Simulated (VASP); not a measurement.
Input:

```
InN
1.0
    1.77000    -3.06573     0.00000
    1.77000     3.06573     0.00000
    0.00000     0.00000     5.70000
In N
2 2
Direct
  0.69241   0.37539   0.50000
  0.33333   0.66667   0.00000
  0.66667   0.33333   0.87900
  0.33333   0.66667   0.37900
```

Method: PBE GGA, VASP's PBE PAW potentials (set 64) (plane waves; VASP). Numerical set-up: 520 eV cut-off, 6×6×3 Γ-centred mesh, Gaussian smearing of 0.050 eV, potentials In_d N.

**Question.** The ions are relaxed. Give the cell that the relaxation ends in.

**Answer.** 
```
InN
1.0
    1.77000    -3.06573     0.00000
    1.77000     3.06573     0.00000
    0.00000     0.00000     5.70000
In N
2 2
Cartesian
  1.80042  -1.00922   2.84824
  1.79971   1.03418   5.69803
  1.79985  -1.00956   5.01221
  1.80002   1.03460   2.16213
```
Space group P6_3mc (186), at a tolerance of 0.03 Å.

**Question.** How much energy does the relaxation gain?

**Answer.** The energy (σ→0) changes by -19.5 meV/atom, in 14 ionic steps.

```tsv
step	E(σ→0) (eV)	max force (eV/Å)	pressure (GPa)	volume (Å³)
1	-21.2810	1.138	5.82	61.86
2	-21.3512	0.342	5.36	61.86
3	-21.3539	0.231	5.31	61.86
4	-21.3564	0.095	5.31	61.86
5	-21.3564	0.100	5.32	61.86
6	-21.3570	0.046	5.32	61.86
7	-21.3572	0.082	5.32	61.86
8	-21.3577	0.060	5.32	61.86
9	-21.3583	0.042	5.33	61.86
10	-21.3585	0.086	5.33	61.86
11	-21.3586	0.061	5.33	61.86
12	-21.3589	0.021	5.33	61.86
13	-21.3589	0.019	5.34	61.86
14	-21.3589	0.005	5.34	61.86
```

The compound is InN in the wurtzite structure. In the starting cell atoms are displaced from their ideal sites. This run relaxes the ions in a fixed cell. The k-mesh is coarse (spacing up to 0.37 per Å, 2π included), so the numbers may not be converged in it.
